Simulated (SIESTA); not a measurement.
**Bi in SIESTA: convergence with EnergyShift**

Slab: Bi, a slab with vacuum.

```xyz
3
Lattice="4.5390 0.0000 0.0000 -2.2695 3.9309 0.0000 0.0000 0.0000 26.8290" Properties=species:S:1:pos:R:3 pbc="T T T"
Bi    0.0000    2.6206    7.5000
Bi    2.2695    1.3103   13.4145
Bi    0.0000    2.6206   19.3290
```

The slab is cut from a database's or a generator's crystal, which needn't be the stable form of the element.

- Program: SIESTA 5.4.2
- Task: single point
- Functional: PBE
- Potentials or basis: PseudoDojo 0.4 standard (PBE files)
- Basis: DZP (energy shift 0.05 Ry; two zetas on semicore shells)
- Grid cutoff: 500 Ry
- Energy shift: 0.05 Ry
- k mesh: 5 × 5 × 1
- Occupations: fermi-dirac, width 0.05 eV
- Spin: no spin polarisation

These are the settings of the first run; the series varies EnergyShift, with any setting tied to it.

Hardware: 1 thread of Arm Neoverse V2, on a shared host.

| EnergyShift | energy less the tightest run, at zero smearing (meV/atom) | largest force (eV/Å) | SCF cycles | CPU time (s) | peak memory (GiB) |
| --- | --- | --- | --- | --- | --- |
| 0.05 | 7540.91 | 0.001 | 11 | 11 | 0.24 |
| 0.03 | 4253.64 | 0.000 | 10 | 12 | 0.25 |
| 0.02 | 2701.98 | 0.001 | 9 | 12 | 0.26 |
| 0.01 | 1202.25 | 0.063 | 10 | 16 | 0.28 |
| 0.005 | 493.33 | 0.092 | 12 | 21 | 0.31 |
| 0.003 | 233.11 | 0.074 | 12 | 24 | 0.33 |
| 0.002 | 107.63 | 0.061 | 11 | 25 | 0.35 |
| 0.001 | 0.00 | 0.048 | 14 | 37 | 0.38 |

Not settled before the last step: the energy (to 1 meV/atom), the largest force (to 0.005 eV/Å). The tightest run that finished is the yardstick and may itself not be fully converged.
